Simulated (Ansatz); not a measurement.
SiC (zincblende), relaxed with r2SCAN. It is cubic, F-43m (No. 216); conventional cell a = 4.356 Å, 10.33 Å³ an atom. Si is surrounded by 4 C at 1.89 Å; C is surrounded by 4 Si at 1.89 Å.

```
Si C
1.0
     0.00000    2.17805    2.17805
     2.17805    0.00000    2.17805
     2.17805    2.17805    0.00000
Si C
1 1
Direct
  0.00000 0.00000 0.00000
  0.25000 0.25000 0.25000
```

5 runs of the PAW code Ansatz on this cell differ in the functional (and in the settings that go with it). Levels are in eV from each run's valence top; v1 is the last filled band, c1 the first empty one.

Run A, mean stress -1.3 GPa (compression positive):

| point | v4 | v3 | v2 | v1 | c1 | c2 |
| --- | --- | --- | --- | --- | --- | --- |
| Γ | -17.04 | 0.00 | 0.00 | 0.00 | 8.27 | 9.35 |
| X | -11.62 | -8.59 | -3.51 | -3.51 | 2.95 | 6.11 |
| U | -11.63 | -8.01 | -6.08 | -2.85 | 4.82 | 9.84 |

Run B, mean stress +1.8 GPa (compression positive):

| point | v4 | v3 | v2 | v1 | c1 | c2 |
| --- | --- | --- | --- | --- | --- | --- |
| Γ | -21.45 | 0.00 | 0.00 | 0.00 | 15.17 | 16.00 |
| X | -15.04 | -10.52 | -4.29 | -4.29 | 8.66 | 12.16 |
| U | -15.06 | -9.79 | -7.21 | -3.47 | 10.78 | 16.52 |

Run C, mean stress 0.0 GPa (compression positive):

| point | v4 | v3 | v2 | v1 | c1 | c2 |
| --- | --- | --- | --- | --- | --- | --- |
| Γ | -16.19 | 0.00 | 0.00 | 0.00 | 6.82 | 7.86 |
| X | -11.10 | -8.06 | -3.33 | -3.33 | 1.71 | 4.82 |
| U | -11.10 | -7.51 | -5.72 | -2.71 | 3.54 | 8.41 |

Run D, mean stress -4.1 GPa (compression positive):

| point | v4 | v3 | v2 | v1 | c1 | c2 |
| --- | --- | --- | --- | --- | --- | --- |
| Γ | -15.33 | 0.00 | 0.00 | 0.00 | 6.28 | 7.21 |
| X | -10.22 | -7.82 | -3.19 | -3.19 | 1.32 | 4.20 |
| U | -10.22 | -7.29 | -5.58 | -2.60 | 3.04 | 7.66 |

Run E, mean stress -1.2 GPa (compression positive):

| point | v4 | v3 | v2 | v1 | c1 | c2 |
| --- | --- | --- | --- | --- | --- | --- |
| Γ | -16.73 | 0.00 | 0.00 | 0.00 | 7.52 | 8.58 |
| X | -11.48 | -8.34 | -3.44 | -3.44 | 2.29 | 5.45 |
| U | -11.49 | -7.77 | -5.92 | -2.80 | 4.15 | 9.13 |

**Question.** Match the runs to LDA, r2SCAN, r2SCANh, PBE0, Hartree-Fock.

**Answer.** A is PBE0, B is Hartree-Fock, C is r2SCAN, D is LDA, E is r2SCANh. In order of the gap: LDA 1.32, r2SCAN 1.71, r2SCANh 2.29, PBE0 2.95, Hartree-Fock 8.66 eV. The stress vanishes for r2SCAN, which relaxed the cell.

No spin polarisation and no zero-point or thermal motion.

The stress of a hybrid is loosely converged in these runs.

The meshes of the hybrids are coarse, so their gaps aren't converged to the digits shown.
